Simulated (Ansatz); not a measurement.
**Si2W: how the settings move a relaxation**

How sensitive is a relaxation of Si2W to its settings? A reference run comes first, then one run with altered input.

Program: Ansatz 0.2.0. Level of theory: reference: DFT, PBE, PAW with Ansatz's default frozen-core files, scalar-relativistic. These are calculated values, not measurements.

**1. Starting point**

Symmetry: P1, No. 1, triclinic system. The conventional cell has a = 3.214 Å, b = 3.214 Å, c = 4.527 Å, α = 110.79°, β = 110.79°, γ = 90.00°. Si (site symmetry 1) is surrounded by 5 W at 2.55 to 2.68 Å and 5 Si at 2.56 to 2.65 Å. Si (site symmetry 1) is surrounded by 5 W at 2.55 to 2.67 Å and 5 Si at 2.56 to 2.65 Å. Around W (site symmetry 1) lie 10 Si at 2.55 to 2.68 Å.

Cell or atoms stand a little off a more symmetric structure (I4/mmm at a tolerance of 0.3 Å), so results at this geometry aren't those of that ideal crystal.

Structure file:

```cif
data_structure
_symmetry_space_group_name_H-M 'P 1'
_symmetry_Int_Tables_number 1
_cell_length_a 4.5267
_cell_length_b 4.5267
_cell_length_c 4.5267
_cell_angle_alpha 138.415
_cell_angle_beta 138.415
_cell_angle_gamma 60.268
_cell_volume 40.44
loop_
_atom_site_label
_atom_site_type_symbol
_atom_site_fract_x
_atom_site_fract_y
_atom_site_fract_z
_atom_site_occupancy
Si1 Si 0.32991 0.33082 0.00354 1
Si2 Si 0.68287 0.66236 0.01284 1
W1 W 0.99245 0.00082 0.98857 1
```

**2. The reference run**

The input, input.yaml:

```yaml
crystal:
  lattice:
    - [-1.6069, 1.6069, 3.91495]
    - [1.6069, -1.6069, 3.91495]
    - [1.6069, 1.6069, -3.91495]
  atoms:
    - { symbol: Si, position: [0.32991122, 0.33081796, 0.00353619] }
    - { symbol: Si, position: [0.68287186, 0.66235545, 0.01284356] }
    - { symbol: W, position: [-0.00755087, 0.0008153, -0.01142587] }
kpoints:
  mp_grid: { grid: [10, 10, 10] }
scf:
  occupations: { method: fermi_dirac, width: 0.05 }
hamiltonian:
  xc: pbe
  pseudopotentials: { kind: paw }
output:
  forces: true
  stress: true
  efg: { contact_densities: true }
  write_density: true
  write_potential: true
  elf: true
  volumetric_format: npy
relax:
  f_tol: 0.01
  max_steps: 80
  cell: {}
```

Launch:

```bash
> ansatz run input.yaml --threads 1 --pin off --max-ram 3072MiB --backend cpu --events-out ev --progress --plain --runs-dir out
```

**3. Variant: occupations.method methfessel_paxton**

input.yaml, as its differences from that of step 2:

```diff
@@ -12,3 +12,3 @@
 scf:
-  occupations: { method: fermi_dirac, width: 0.05 }
+  occupations: { method: methfessel_paxton, width: 0.05 }
 hamiltonian:
```

Q: Predict the outcome of this session. Wanted: for each run, ending; energy change; pressure; gap; force.

As calculated:

```
                                    run     ending        energy change  pressure (GPa)  gap (eV)  force (eV/Å)  cycles     time
                              reference  converged                    0             0.0      0.00          0.00      25  1.7 min
1: occupations.method methfessel_paxton  converged  +0.1 meV/atom (σ→0)             0.0      0.00          0.00      24     98 s
```

What this shows: Changing the smearing leaves the energy as it was (+0.1 meV/atom). Cost: 24 SCF cycles against 25. The reference has no spin polarisation; with W present, a magnetic state may lie lower.
